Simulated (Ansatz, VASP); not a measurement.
Two plane-wave programs on Sn

```xyz
1
Lattice="-1.8947 1.8947 1.9325 1.8947 -1.8947 1.9325 1.8947 1.8947 -1.9325" Properties=species:S:1:pos:R:3 pbc="T T T"
Sn    0.0000    0.0000    0.0000
```

This isn't the form of Sn at room conditions, which is tetragonal (white tin).

Alike in both runs: task single point; functional PBEsol; k mesh 8 × 8 × 8; occupations fermi-dirac, width 0.05 eV; no spin polarisation.

|  | VASP | Ansatz |
| --- | --- | --- |
| version | VASP 6.6.1 | Ansatz 0.2.0 |
| potentials or method | VASP PAW PBE potentials, release 64 (Sn_d) | Ansatz PAW |
| plane-wave cutoff (eV) | 520 | 420 |
| valence electrons in the cell | 14 | 14 |

|  | VASP | Ansatz | Ansatz less VASP |
| --- | --- | --- | --- |
| gap on the k mesh at the Fermi level (eV) | none | none | - |
| pressure (GPa) | -2.4 | -2.5 | -0.02 |
| largest component of the traceless stress (GPa) | 0.57 | 0.57 | +0.003 |

A gap of «none» marks a metal or a gap that the smearing closes.

Caveats: the PAW data sets were made with another functional, which shifts forces and pressure a little (VASP); the PAW data sets come from PBE, with cores solved anew for the run's functional, which leaves a small shift of forces and pressure (Ansatz).
